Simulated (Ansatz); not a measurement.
Input and command of a plane-wave DFT calculation in Ansatz:

```yaml
crystal:
  lattice:
    - [4.8733773454, -2.8136015146, -0.0008495512]
    - [4.8733773454, 2.8136015146, -0.0008495512]
    - [-1.6074198408, 0.0, 4.4818615844]
  atoms:
    - { symbol: Ni, position: [0.0, 0.0, 0.0], spin: 2.0 }
    - { symbol: Ni, position: [0.0, 0.5, 0.0], spin: 2.0 }
    - { symbol: Ni, position: [0.5, 0.0, 0.0], spin: 2.0 }
    - { symbol: Ni, position: [0.5, 0.5, 0.0], spin: 2.0 }
    - { symbol: O, position: [0.3679879433, 0.3679879433, 0.2100995709] }
    - { symbol: O, position: [0.3679879433, 0.8679879433, 0.2100995709] }
    - { symbol: O, position: [0.8679879433, 0.3679879433, 0.2100995709] }
    - { symbol: O, position: [0.8679879433, 0.8679879433, 0.2100995709] }
    - { symbol: O, position: [0.1320120567, 0.1320120567, 0.7899004291] }
    - { symbol: O, position: [0.1320120567, 0.6320120567, 0.7899004291] }
    - { symbol: O, position: [0.6320120567, 0.1320120567, 0.7899004291] }
    - { symbol: O, position: [0.6320120567, 0.6320120567, 0.7899004291] }
    - { symbol: H, position: [0.25, 0.25, 0.5] }
basis:
  ecutwfc: 420
kpoints:
  mp_grid: { grid: [4, 4, 4] }
hamiltonian:
  xc: pbe
  dispersion: d3bj
scf:
  occupations: { method: gaussian, width: 0.1 }
  lower_state_search: "off"
output:
  forces: true
  stress: true
  eigenvalues: true
  populations: true
magnetization:
  spin_polarized: true
```

```bash
ansatz run input.yaml --threads 2 --pin off --max-ram 5120MiB --backend cpu --events-out ev --progress --plain --runs-dir out
```

Processor: Arm Neoverse V2, 2 threads, on a host shared with other jobs.

Q: Estimate time, memory and problem size.

A: About 35 s on 2 threads of Arm Neoverse V2, on a shared host, peak memory 0.64 GiB. It solves 78 bands at 24 k points (the mesh reduced by the symmetry that the task leaves, which can be less than the crystal's) with about 2413 plane waves, in 27 SCF iterations.
